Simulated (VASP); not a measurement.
Here is a VASP 6.6.1 calculation.

The input INCAR:

```
SYSTEM = Te
PREC     = Accurate       ! precision mode
ENCUT    = 400            ! plane-wave cutoff, eV
EDIFF    = 1E-6           ! SCF threshold, eV
ISMEAR   = 0              ! smearing method
SIGMA    = 0.03           ! smearing width, eV
LREAL    = .FALSE.        ! projectors in reciprocal space
LASPH    = .TRUE.         ! aspherical terms in the spheres
NELM     = 60             ! most SCF steps
ALGO     = Normal         ! electronic algorithm
ISIF     = 3              ! what is computed and relaxed
LWAVE    = .FALSE.        ! write WAVECAR
LCHARG   = .FALSE.        ! write CHGCAR
GGA      = PE             ! functional
IVDW     = 12             ! dispersion correction
IBRION   = 2              ! ionic algorithm
NSW      = 40             ! ionic steps
EDIFFG   = -0.003         ! ionic threshold
PSTRESS  = 20
```

File KPOINTS:

```
regular mesh
0
G
  9 9 6
  0 0 0
```

Contents of POSCAR:

```
Te
1.0
    4.4540000000      0.0000000000      0.0000000000
   -2.2270000000      3.8572771485      0.0000000000
    0.0000000000      0.0000000000      5.9240000000
Te
3
Direct
    0.2690000000      0.0000000000      0.3333333333
    0.0000000000      0.2690000000      0.6666666667
    0.7310000000      0.7310000000      0.0000000000
```

Potentials or basis: VASP PAW PBE potentials, release 64 (Te).

Command:

```console
$ cat potpaw_PBE.64/Te/POTCAR > POTCAR
$ mpirun -np 1 vasp_std > vasp.out
```

Q: Estimate the relaxed volume.

A: 30.49 Å³/atom.

Q: What does it give for the band gap on the k mesh?

A: None (metal or under the smearing width).

Final structure:
```yaml
crystal:
  lattice:
    - [4.20476, 0.00000, 0.00000]
    - [-2.10238, 3.64143, 0.00000]
    - [0.00000, 0.00000, 5.97398]
  atoms:
    - { symbol: Te, position: [0.29343, 0.00000, 0.33333] }
    - { symbol: Te, position: [0.00000, 0.29343, 0.66667] }
    - { symbol: Te, position: [0.70657, 0.70657, 0.00000] }
```

Caveat: the cell is relaxed towards a set pressure, so the enthalpy falls and the energy may rise; pairwise dispersion overbinds metals, which lowers pressure and volume. The run has no spin-orbit coupling, so splittings on Te are missing.
